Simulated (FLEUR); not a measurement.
The system is MnO.

```
CELL_PARAMETERS angstrom
0.00000 2.22391 2.22391
2.22391 0.00000 2.22391
2.22391 2.22391 0.00000
ATOMIC_POSITIONS crystal
Mn 0.00000 0.00000 0.00000
O 0.50000 0.50000 0.50000
```

The cell is a database's computed one.

Base run:

```yaml
Program: FLEUR MaX-R8.1 (later development tree)
Functional: PBEsol
Potentials_or_basis: all-electron
Basis: FLAPW
Kmax: 4.5 1/bohr
k_mesh: 8 × 8 × 8
Occupations: fermi-dirac, width 0.05 eV
Spin: collinear spin, ferromagnetic start
Starting_moments: "[4.0, 0.0] μB"
Hubbard_terms: Mn d U = 3 eV
```

Its results: band gap on the k mesh none (metal or under the smearing width); net moment 5.00 μB per cell; site moments Mn +4.50; O +0.19 μB.

Question: The run is repeated on the same cell with these changes: hubbard terms from Mn d U = 3 eV to Mn d U = 6 eV. What comes out?

Answer: Band gap on the k mesh 0.39 eV, indirect (least direct gap 2.59 eV); net moment 5.00 μB per cell; site moments Mn +4.57; O +0.14 μB.

Caveats: a cell with one magnetic atom can't hold antiferromagnetic order, which such compounds often take.

A k mesh can miss the band edges.
